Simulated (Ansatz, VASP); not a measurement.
Two plane-wave programs on Rb

INCAR

```
  PREC = Accurate
  ENCUT = 600
  EDIFF = 1E-6
  ISMEAR = 0
  SIGMA = 0.1
  LREAL = F
  LASPH = T
  NELM = 100
  ALGO = Normal
  ISIF = 3
  LWAVE = F
  LCHARG = F
  GGA = PS
  IBRION = 2
  NSW = 100
  EDIFFG = -0.005
```

The input KPOINTS:

```
Automatic mesh
0
Gamma
  10 10 6
```

The input POSCAR:

```
Rb
1.0
    2.4823436099     -4.3365099188      0.0000000000
    2.4823436099      4.3365099188      0.0000000000
    0.0000000000      0.0000000000      8.0402787377
Rb
2
Direct
    0.8349258781      0.1650741219      0.7500000000
    0.1650741219      0.8349258781      0.2500000000
```

Input for Ansatz:

```yaml
crystal:
  lattice:
    - [2.4823436099, -4.3365099188, 0.0]
    - [2.4823436099, 4.3365099188, 0.0]
    - [0.0, 0.0, 8.0402787377]
  atoms:
    - { symbol: Rb, position: [0.8349258781, 0.1650741219, 0.75] }
    - { symbol: Rb, position: [0.1650741219, 0.8349258781, 0.25] }
basis:
  ecutwfc: 420
kpoints:
  mp_grid: { grid: [10, 10, 6] }
hamiltonian:
  xc: pbesol
scf:
  occupations: { method: gaussian, width: 0.1 }
output:
  forces: true
  stress: true
  eigenvalues: true
relax:
  adjacent_minimum: "off"
  f_tol: 0.005
  max_steps: 80
  cell: { stress_tol: 0.05 }
```

This isn't the form of Rb at room conditions, which is bcc.

Alike in both runs: task relaxation of cell and atoms; functional PBEsol; k mesh 10 × 10 × 6; occupations gaussian, width 0.1 eV; no spin polarisation.

|  | VASP | Ansatz |
| --- | --- | --- |
| version | VASP 6.6.1 | Ansatz 0.2.0 |
| potentials or method | VASP PAW PBE potentials, release 64 (Rb_sv) | scalar-relativistic, plane waves, PAW |
| plane-wave cutoff (eV) | 600 | 420 |
| valence electrons in the cell | 18 | 18 |

VASP gave:

```
gap on the k mesh at the Fermi level, each at its own relaxed structure (eV) : none
relaxed volume (Å³/atom)                                                     : 86.58
relaxed cell length with the largest relative difference (Å)                 : 8.041
```

Q: Estimate Ansatz's values.

A: gap on the k mesh at the Fermi level, each at its own relaxed structure (eV): none; relaxed volume (Å³/atom): 86.55; relaxed cell length with the largest relative difference (Å): 8.040.

A gap of «none» marks a metal or a gap that the smearing closes.

Caveats: the PAW data sets were made with another functional, which shifts forces and pressure a little (VASP).
